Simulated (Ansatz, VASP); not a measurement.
**Two plane-wave programs on HfN**

```
Hf N
1.0
     1.57179   -5.31982    0.00000
     1.57179    5.31982    0.00000
     0.00000    0.00000    3.07276
Hf N
2 2
Direct
  0.85616 0.14384 0.25000
  0.14384 0.85616 0.75000
  0.64830 0.35170 0.25000
  0.35170 0.64830 0.75000
```

Alike in both runs: functional PBEsol; k mesh 10 × 10 × 10; occupations gaussian, width 0.05 eV; no spin polarisation.

Ansatz relaxed the structure, and its values are those at the end. VASP's run is a single point on that final structure, the one shown.

|  | VASP | Ansatz |
| --- | --- | --- |
| version | VASP 6.6.1 | Ansatz 0.2.0 |
| potentials or method | VASP PAW PBE potentials, release 64 (Hf_pv, N) | scalar-relativistic, plane waves, PAW |
| plane-wave cutoff (eV) | 520 | 420 |
| valence electrons in the cell | 30 | 62 |

```tsv
	VASP	Ansatz	Ansatz less VASP
pressure (GPa)	0.9	2.5	+1.54
rms of the force components (eV/Å)	0.038	0.000	-0.0374
```

The two sets of potentials don't hold the same shells in valence.

Caveats: the PAW data sets were made with another functional, which shifts forces and pressure a little (VASP). Spin-orbit coupling is left out, which matters for the levels of Hf.
